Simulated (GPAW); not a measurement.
# KI (Fm-3m) in GPAW: dielectric tensor with PBE

Aim: the dielectric tensor of KI with PBE.

All numbers are computed with GPAW 26.7.0; they aren't measurements. Logs are shortened: lines on timing, memory, paths and dates and some standing lists are left out, and cuts for length are marked. The log counts tension as positive stress, the text compression.

**The experiment to reproduce.**

From a printed reference work, monograph, for a bulk crystal of KI: band gap 6.32 eV; high-frequency dielectric constant 2.65.

How close the calculation comes is told below.

## 1. The crystal as given

The structure is cubic, space group Fm-3m (No. 225). The conventional cell has a = 7.066 Å, b = 7.066 Å, c = 7.066 Å, α = 90.00°, β = 90.00°, γ = 90.00°. I (site symmetry m-3m) has 6 K at 3.53 Å as nearest neighbours. K (site symmetry m-3m) is surrounded by 6 I at 3.53 Å.

## 2. Dielectric tensor, PBE

File run.py:

```python
import numpy as np
from ase import Atoms
from ase.dft.bandgap import bandgap
from ase.io import write
from gpaw import GPAW, PW
from gpaw.response.df import DielectricFunction

atoms = Atoms(['I', 'K'],
              cell=[[0.0, 3.532775, 3.532775],
                    [3.532775, 0.0, 3.532775],
                    [3.532775, 3.532775, 0.0]],
              scaled_positions=[[0.5, 0.5, 0.5],
                                [0.0, 0.0, 0.0]],
              pbc=True)

calc = GPAW(mode=PW(450),
            xc='PBE',
            kpts={'size': (5, 5, 5), 'gamma': True},
            occupations={'name': 'fermi-dirac', 'width': 0.001},
            nbands=16,
            convergence={'density': 1e-06},
            maxiter=150,
            txt='gpaw.txt')
atoms.calc = calc
energy = atoms.get_potential_energy()
calc.write('gs.gpw')
write('result.traj', atoms)
print(f'Energy: {energy:.6f} eV')
print('Fermi level:', round(calc.get_fermi_level(), 4), 'eV')
print(f'Gap: {bandgap(calc)[0]:.4f} eV, direct: {bandgap(calc, direct=True)[0]:.4f} eV')

for size in [(12, 12, 12), (17, 17, 17)]:
    name = 'x'.join(str(n) for n in size)
    dense = calc.fixed_density(kpts={'size': size, 'gamma': True},
                               nbands=34, convergence={'bands': 28, 'eigenstates': 1e-7},
                               update_fermi_level=True, txt=f'dense-{name}.txt')
    dense.write(f'{name}.gpw', mode='all')
    df = DielectricFunction(f'{name}.gpw', frequencies=np.array([0.0]), hilbert=False, eta=0.001,
                            ecut=80, nbands=28, intraband=False, txt=f'df-{name}.txt')
    for xc in ['RPA', 'Bootstrap', 'ALDA']:
        for direction in ['x', 'y', 'z', [0, 1, 1], [1, 0, 1], [1, 1, 0]]:
            e0, e = df.get_macroscopic_dielectric_constant(xc=xc, direction=direction)
            print(f'{name} {xc} {direction}: {e0:.4f} without, {e:.4f} with local fields')
```

Potentials or basis: GPAW PAW data sets (gpaw-data 1.2.1), pw.

Run with:

```bash
OMP_NUM_THREADS=1 python run.py
```

gpaw.txt:

```text
__  _  _
 | _ |_)|_||  |
 |__||  | ||/\| - 26.7.0

Input parameters:
  mode=PW(ecut=450.00000000000006),
  convergence={'density': 1e-06},
  kpts=MonkhorstPack(size=(5, 5, 5), gamma=True),
  maxiter=150,
  nbands=16,
  occupations=Occupations(name='fermi-dirac', width=0.001),
  xc=XC(name='PBE')

Diagonalizing LCAO Hamiltonian
Converting LCAO to pw mode

                   I

       K

Atoms  # Å, Bohr magnetons
|   | symbol |        x |        y |        z |    initial magnetic moments |
|---|--------|----------|----------|----------|-----------------------------|
| 0 |      I | 3.532775 | 3.532775 | 3.532775 | ( 0.0000,  0.0000,  0.0000) |
| 1 |      K | 0.000000 | 0.000000 | 0.000000 | ( 0.0000,  0.0000,  0.0000) |

Unit cell  # Å
| periodic |        x |        y |        z |  lengths |    angles |
|----------|----------|----------|----------|----------|-----------|
|      yes | 0.000000 | 3.532775 | 3.532775 | 4.996098 | 60.000000 |
|      yes | 3.532775 | 0.000000 | 3.532775 | 4.996098 | 60.000000 |
|      yes | 3.532775 | 3.532775 | 0.000000 | 4.996098 | 60.000000 |

Number of symmetries: 48
Symmetry operations  # r_c * U_cc + t_c -> r_c
|    | kind |            matrix            |
|----|------|------------------------------|
|  0 |  σ   |  1, 0, 0,  1, 0,-1,  1,-1, 0 |
|  1 |  C2  |  1, 0, 0,  1,-1, 0,  1, 0,-1 |
|  2 |  E   |  1, 0, 0,  0, 1, 0,  0, 0, 1 |
|  3 |  σ   |  1, 0, 0,  0, 0, 1,  0, 1, 0 |
|  4 |  C4  |  1, 0,-1,  1, 0, 0,  1,-1, 0 |
|  5 |  S6  |  1, 0,-1,  1,-1, 0,  1, 0, 0 |
|  6 |  σ   |  1, 0,-1,  0, 1,-1,  0, 0,-1 |
|  7 |  C3  |  1, 0,-1,  0, 0,-1,  0, 1,-1 |
|  8 |  S6  |  1,-1, 0,  1, 0, 0,  1, 0,-1 |
|  9 |  C4  |  1,-1, 0,  1, 0,-1,  1, 0, 0 |
| 10 |  C3  |  1,-1, 0,  0,-1, 1,  0,-1, 0 |
| 11 |  σ   |  1,-1, 0,  0,-1, 0,  0,-1, 1 |
| 12 |  σ   |  0, 1, 0,  1, 0, 0,  0, 0, 1 |
| 13 |  C4  |  0, 1, 0,  0, 1,-1, -1, 1, 0 |
| 14 |  C3  |  0, 1, 0,  0, 0, 1,  1, 0, 0 |
| 15 |  S6  |  0, 1, 0, -1, 1, 0,  0, 1,-1 |
| 16 |  C2  |  0, 1,-1,  1, 0,-1,  0, 0,-1 |
| 17 |  σ   |  0, 1,-1,  0, 1, 0, -1, 1, 0 |
| 18 |  S4  |  0, 1,-1,  0, 0,-1,  1, 0,-1 |
| 19 |  C4  |  0, 1,-1, -1, 1, 0,  0, 1, 0 |
| 20 |  C3  |  0, 0, 1,  1, 0, 0,  0, 1, 0 |
| 21 |  σ   |  0, 0, 1,  0, 1, 0,  1, 0, 0 |
| 22 |  S6  |  0, 0, 1,  0,-1, 1, -1, 0, 1 |
| 23 |  C4  |  0, 0, 1, -1, 0, 1,  0,-1, 1 |
| 24 |  S4  |  0, 0,-1,  1, 0,-1,  0, 1,-1 |
| 25 |  C3  |  0, 0,-1,  0, 1,-1,  1, 0,-1 |
| 26 |  C2  |  0, 0,-1,  0,-1, 0, -1, 0, 0 |
| 27 |  S6  |  0, 0,-1, -1, 0, 0,  0,-1, 0 |
| 28 |  S4  |  0,-1, 1,  1,-1, 0,  0,-1, 0 |
| 29 |  C4  |  0,-1, 1,  0, 0, 1, -1, 0, 1 |
| 30 |  C2  |  0,-1, 1,  0,-1, 0,  1,-1, 0 |
| 31 |  σ   |  0,-1, 1, -1, 0, 1,  0, 0, 1 |
| 32 |  C3  |  0,-1, 0,  1,-1, 0,  0,-1, 1 |
| 33 |  S6  |  0,-1, 0,  0, 0,-1, -1, 0, 0 |
| 34 |  S4  |  0,-1, 0,  0,-1, 1,  1,-1, 0 |
| 35 |  C2  |  0,-1, 0, -1, 0, 0,  0, 0,-1 |
| 36 |  C2  | -1, 1, 0,  0, 1, 0,  0, 1,-1 |
| 37 |  S6  | -1, 1, 0,  0, 1,-1,  0, 1, 0 |
| 38 |  S4  | -1, 1, 0, -1, 0, 1, -1, 0, 0 |
| 39 |  C3  | -1, 1, 0, -1, 0, 0, -1, 0, 1 |
| 40 |  S6  | -1, 0, 1,  0, 0, 1,  0,-1, 1 |
| 41 |  C2  | -1, 0, 1,  0,-1, 1,  0, 0, 1 |
| 42 |  C3  | -1, 0, 1, -1, 1, 0, -1, 0, 0 |
| 43 |  S4  | -1, 0, 1, -1, 0, 0, -1, 1, 0 |
| 44 |  C2  | -1, 0, 0,  0, 0,-1,  0,-1, 0 |
| 45 |  i   | -1, 0, 0,  0,-1, 0,  0, 0,-1 |
| 46 |  σ   | -1, 0, 0, -1, 1, 0, -1, 0, 1 |
| 47 |  C2  | -1, 0, 0, -1, 0, 1, -1, 1, 0 |

BZ-sampling:
  Number of BZ points: 125
  Number of IBZ points: 10

  Monkhorst-Pack size: [5, 5, 5]
  Monkhorst-Pack shift: [0, 0, 0]

K-points  # in reciprocal-cell coordinates
|   |                                coordinates |     weight |
|---|--------------------------------------------|------------|
| 0 | (  0.00000000,   0.00000000,   0.00000000) | 0.00800000 |
| 1 | (  0.20000000,   0.20000000,   0.00000000) | 0.04800000 |
| 2 | (  0.20000000,   0.20000000,   0.20000000) | 0.06400000 |
| 3 | (  0.40000000,   0.20000000,  -0.20000000) | 0.19200000 |
| 4 | (  0.40000000,   0.20000000,   0.20000000) | 0.09600000 |
| 5 | (  0.40000000,   0.40000000,  -0.40000000) | 0.19200000 |
| 6 | (  0.40000000,   0.40000000,  -0.20000000) | 0.09600000 |
| 7 | (  0.40000000,   0.40000000,   0.00000000) | 0.04800000 |
| 8 | (  0.40000000,   0.40000000,   0.20000000) | 0.19200000 |
| 9 | (  0.40000000,   0.40000000,   0.40000000) | 0.06400000 |

Plane wave coefficients: 1924
Cutoff: 450.00000000000006 eV

Spin-components: 1 (collinear spins)
Bands:           16
Projectors:      10
Spin-degeneracy: 2
Datatype:        complex128

Parallelization:
  kpt:    1
  domain: 1
  band:   1

Density:
  Valence electrons: 16.0
  Components: 1
  Grid points: [25 25 25]
  Charge: 0.0  # |e|

Potential:
  Grid points: [25 25 25]

species:
  I:
    name:    Iodine
    Z:       53.0
    valence: 7
    core:    46
    charge:  0.0  # [|e|]
    compensation charges:
      type: gauss
      rc: 0.37  # [Å]
      lmax: 2
    cutoffs:
      filter: 2.06  # [Å]
      core: 2.90  # [Å]
    projectors
    | kind |    occ | energy [eV] | rcut [Å] |
    |------|--------|-------------|----------|
    |   5s |  2.000 |     -17.382 |    1.164 |
    |   5p |  5.000 |      -7.088 |    1.164 |
    |    s |        |       9.829 |    1.164 |
    |    p |        |      20.123 |    1.164 |
    |    d |        |       0.000 |    1.164 |

    Using partial waves for I as LCAO basis

  K:
    name:    Potassium
    Z:       19.0
    valence: 9
    core:    10
    charge:  0.0  # [|e|]
    compensation charges:
      type: gauss
      rc: 0.35  # [Å]
      lmax: 2
    cutoffs:
      filter: 1.91  # [Å]
      core: 1.27  # [Å]
    projectors
    | kind |    occ | energy [eV] | rcut [Å] |
    |------|--------|-------------|----------|
    |   3s |  2.000 |     -35.338 |    1.122 |
    |   4s |  1.000 |      -2.319 |    1.122 |
    |   3p |  6.000 |     -18.813 |    1.106 |
    |    p |        |       8.398 |    1.106 |
    |    d |        |       0.000 |    0.937 |

    Using partial waves for K as LCAO basis

Reference energy: -209923.048885  # eV

eigensolver:
  PPCG
  Converge bands: occupied
  niter=2

density mixing:
  MSR1-Mixer
  Pratt-step length: 0.05
  Maximum mixing coefficient: 0.75
  Old densities: 10
  SVD Regularization: 0.005
  Good broyden scale: 1.0
  Trust region scale: 1.0
  Backstep threshold: 4.0
  History deletion threshold: 6.0
  Fourier metric: weight=20.0, sigma=0.015

occupation numbers:
  Fermi-Dirac:
    width: 0.0010  # eV

poisson solver:
  ecut: 3600.0000000000005  # eV

xc functional:
  name: PBE with 2 nearest neighbor stencil

convergence criteria:
- Maximum integral of absolute [dens]ity change: 1e-06 electrons / valence electron
- Maximum [total energy] change in last 3 cyles: 0.0005 eV / valence electron
- Maximum integral of absolute [eigenst]ate change: 4e-08 eV^2 / valence electron
maximum number of iterations: 150

SCF iterations
|iter     | |      energy | eigst |  dens |
|---------|-|-------------|-------|-------|
|iter:   1| |   -5.784950 | -0.41 |       |
|iter:   2| |   -5.775071 | -2.30 | -1.36 |
|iter:   3| |   -5.707493 | -2.20 | -1.39 |
|iter:   4| |   -5.709740 | -3.34 | -1.77 |
|iter:   5| |   -5.710760c| -4.46 | -2.17 |
|iter:   6| |   -5.710819c| -5.78 | -2.93 |
|iter:   7| |   -5.710822c| -7.13 | -3.62 |
|iter:   8| |   -5.710823c| -7.98c| -4.12 |
|iter:   9| |   -5.710823c| -8.73c| -5.22 |
|iter:  10| |   -5.710823c| -9.02c| -5.61 |
|iter:  11| |   -5.710823c|-10.02c| -6.92c|

Converged in 11 steps
Energy contributions relative to reference atoms: (reference = -209923.048885)

Energy contributions:
  Kinetic:           5.204463
  Coulomb:          -4.497232
  Zero:             -0.651410
  External:          0.000000
  Xc:               -5.766644
  Entropy:          -0.000000
  Spinorbit:         0.000000
  ----------------------------
  Free energy:      -5.710823
  Extrapolated:     -5.710823

dipole moment: (-25.748599, -25.748599, -25.748599)  # |e|*Ang

Fermi level: 2.227
Eigenvalues  # (at kpt = [0.000, 0.000, 0.000])
| band index |      eig [eV] | occ [0-2] |
|------------|---------------|-----------|
|          0 |       -28.001 |     2.000 |
|          1 |       -11.520 |     2.000 |
|          2 |       -11.520 |     2.000 |
|          3 |       -11.520 |     2.000 |
|          4 |       -10.003 |     2.000 |
|          5 |         0.472 |     2.000 |
[... 8 lines left out ...]
|         14 |        10.333 |     0.000 |
|         15 |        13.300 |     0.000 |

Gap: 3.976 eV
Transition (v -> c):
  (s=0, k=0, n=7, [0.00, 0.00, 0.00]) -> (s=0, k=0, n=8, [0.00, 0.00, 0.00])
No difference between direct/indirect transitions
# Writing to gs.gpw (mode='')
```

Run time: 4.7 min. Hardware: 1 thread of Arm Neoverse V2, shared host; peak memory 1.6 GiB.

Results:

```yaml
Free_energy: -5.7108 eV
Band_gap_on_the_k_mesh: 3.98 eV, direct
Electronic_dielectric_tensor_diagonal: 2.60
```

Electronic dielectric tensor:
```
2.60 0.00 0.00
0.00 2.60 0.00
0.00 0.00 2.60
```

Caveat: the long-wavelength limit can be off by a per cent or two; spin-orbit coupling is left out, which moves the levels of the heavy elements; an odd mesh through Γ misses points on the zone boundary, where band edges often lie.

## 3. Against experiment

Step 2. The gap isn't set beside the deposited one, since this odd mesh misses points on the zone boundary. Against the measured high-frequency dielectric constant of KI, 2.65 (a printed reference work, monograph), the calculated 2.60 is off by -2.0 %.
